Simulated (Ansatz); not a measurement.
Theory: DFT PBE, scalar-relativistic, plane waves, PAW (Ansatz 0.2.0). Settings: cutoff 420 eV, Γ-centred meshes spaced at most about 0.3 Å⁻¹, and about 0.25 Å⁻¹ or finer for metals (2π included), Gaussian smearing. No spin polarisation.

All energies are static (0 K, no zero-point motion).

Compare these two cells of CsH2, each relaxed at this level.

1.

Space group I4/mmm (No. 139). a = 5.292 Å, b = 5.292 Å, c = 9.186 Å, α = 90.00°, β = 90.00°, γ = 90.00°
```csv
atom,site,symmetry,x,y,z
Cs,2a,4/mmm,0.0000,0.0000,0.0000
H,4e,4mm,0.5000,0.5000,0.0416
```

2.

Space group P4_2/mnm (No. 136). a = 6.208 Å, b = 6.208 Å, c = 7.079 Å, α = 90.00°, β = 90.00°, γ = 90.00°
```csv
atom,site,symmetry,x,y,z
Cs,2a,m.mm,0.0000,0.0000,0.0000
H,4f,m.2m,0.4567,0.4567,0.0000
```

Question: Which form is favoured at zero pressure, and by what margin per atom?

Answer: They are level within the accuracy (3 meV/atom apart, with cell 1 the lower in these runs). Cell 1 has the CaC2 type, space group I4/mmm (No. 139), 42.9 Å³/atom and no gap on its mesh; cell 2 has space group P4_2/mnm (No. 136), 45.5 Å³/atom and no gap. Counting H atoms around Cs (those within 1.25 times the shortest such distance or 1.15 times the sum of covalent radii; a plus sign parts nearer from farther groups), cell 1 has Cs 8+2 and cell 2 has Cs 4+2+4. Cell 1 and cell 2 both hold H–H pairs as short as in free H₂ molecules. Even the lower one lies +0.07 eV/atom against the reference forms of the elements (uncorrected), a margin that errors in the energy of the gaseous reference can exceed. In cell 1, around Cs lie 8 H at 3.76 Å and 2 H at 4.21 Å; H is surrounded by 1 H at 0.76 Å, 4 Cs at 3.76 Å and 1 Cs at 4.21 Å. In cell 2, Cs is surrounded by 4 H at 3.56 Å, 2 H at 4.01 Å and 4 H at 4.41 Å; around H lie 1 H at 0.76 Å, 2 Cs at 3.56 Å and 1 Cs at 4.01 Å. Both come from invented guesses. The lowest form computed isn't among them: it has space group P-1 (No. 2), 39.0 Å³/atom and lies 51 meV/atom below the best shown.

The k mesh leaves some 4 meV/atom of noise in the energy of each metallic cell. With hydrogen, zero-point motion can shift such differences by 10 meV/atom or more. Cells relaxed within their symmetry can be saddle points. Some types were kept out of the candidates beforehand, so the set may lack a known form.
